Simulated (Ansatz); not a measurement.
# Moving the functional in FePt

```xyz
2
Lattice="2.7235 0.0000 0.0000 0.0000 2.7235 0.0000 0.0000 0.0000 3.7200" Properties=species:S:1:pos:R:3 pbc="T T T"
Pt    1.3618    1.3618    1.8600
Fe    0.0000    0.0000    0.0000
```

Kept alike: task band structure; k mesh 10 × 10 × 7; occupations fermi-dirac, width 0.05 eV; collinear spin, ferromagnetic start. Program: Ansatz, all-electron LAPW, scalar-relativistic. The mesh is that of the run's cell of 2 atoms. No spin-orbit coupling.

| run | pressure (GPa) | largest site moment (μB) |
| --- | --- | --- |
| A | -6.00 | 2.96 |
| B | 3.38 | 2.97 |
| C | -12.69 | 2.88 |

Pressure is positive in compression. For a metal such a mesh leaves the last digits unconverged. The runs hold the magnetic state that their start led to, which needn't be the lowest. Site moments count inside each atom's sphere or projector.

**Question.** The runs differ in the functional alone: LDA; PBE; PBEsol. Which run is which?

**Answer.** Run A is PBEsol; run B is PBE; run C is LDA. The pressure runs from -12.69 (LDA) to 3.38 GPa (PBE). From PBE: LDA -16.07; PBEsol -9.38. A positive pressure means that the functional's own cell is larger than the one given, a negative one that it is smaller. The largest site moment runs from 2.88 (LDA) to 2.97 μB (PBE). From PBE: LDA -0.09; PBEsol -0.01.
